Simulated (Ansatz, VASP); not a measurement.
## One calculation of TePb, two programs

Contents of INCAR:

```
PREC = Accurate
ENCUT = 600
EDIFF = 1E-6
ISMEAR = -1
SIGMA = 0.05
LREAL = F
LASPH = T
NELM = 100
ALGO = Normal
ISIF = 3
LWAVE = F
LCHARG = F
GGA = PS
IVDW = 13
IBRION = 2
NSW = 40
EDIFFG = -0.01
```

KPOINTS

```
Automatic mesh
0
Gamma
  7 7 7
```

The input POSCAR:

```
TePb
1.0
    0.0000000000      3.2310000000      3.2310000000
    3.2310000000      0.0000000000      3.2310000000
    3.2310000000      3.2310000000      0.0000000000
Pb Te
1 1
Direct
    0.0000000000      0.0000000000      0.0000000000
    0.5000000000      0.5000000000      0.5000000000
```

The input input.yaml:

```yaml
crystal:
  lattice:
    - [0.0, 3.231, 3.231]
    - [3.231, 0.0, 3.231]
    - [3.231, 3.231, 0.0]
  atoms:
    - { symbol: Pb, position: [0.0, 0.0, 0.0] }
    - { symbol: Te, position: [0.5, 0.5, 0.5] }
hamiltonian:
  xc: pbesol
  pseudopotentials: { kind: paw }
  dispersion: d4
kpoints:
  mp_grid: { grid: [7, 7, 7] }
scf:
  occupations: { method: fermi_dirac, width: 0.05 }
output:
  forces: true
  stress: true
  eigenvalues: true
relax:
  f_tol: 0.01
  max_steps: 40
  cell: { stress_tol: 0.05 }
```

Alike in both runs: task relaxation of cell and atoms; functional PBEsol; dispersion D4; k mesh 7 × 7 × 7; occupations fermi-dirac, width 0.05 eV; no spin polarisation.

|  | VASP | Ansatz |
| --- | --- | --- |
| version | VASP 6.6.1 | Ansatz 0.2.0 |
| potentials or method | VASP PAW PBE potentials, release 64 (Pb_d, Te) | Ansatz PAW |
| plane-wave cutoff (eV) | 600 | 420 |
| valence electrons in the cell | 20 | 30 |

Ansatz gave:

- gap on the k mesh at the Fermi level, each at its own relaxed structure (eV): 0.91
- relaxed volume (Å³/atom): 32.62
- relaxed cell length with the largest relative difference (Å): 4.518
- energy change over the relaxation (meV/atom): -6

What did VASP give for the same quantities?

gap on the k mesh at the Fermi level, each at its own relaxed structure (eV): 0.91; relaxed volume (Å³/atom): 32.60; relaxed cell length with the largest relative difference (Å): 4.518; energy change over the relaxation (meV/atom): -5.

The two sets of potentials don't hold the same shells in valence.

Caveats: the PAW data sets were made with another functional, which shifts forces and pressure a little (VASP); the plane-wave basis is chosen anew once the cell has moved, so the energies of steps on either side of that aren't comparable (Ansatz); the PAW data sets come from PBE, with cores solved anew for the run's functional, which leaves a small shift of forces and pressure (Ansatz). Spin-orbit coupling is left out, which matters for the levels of Pb, Te.
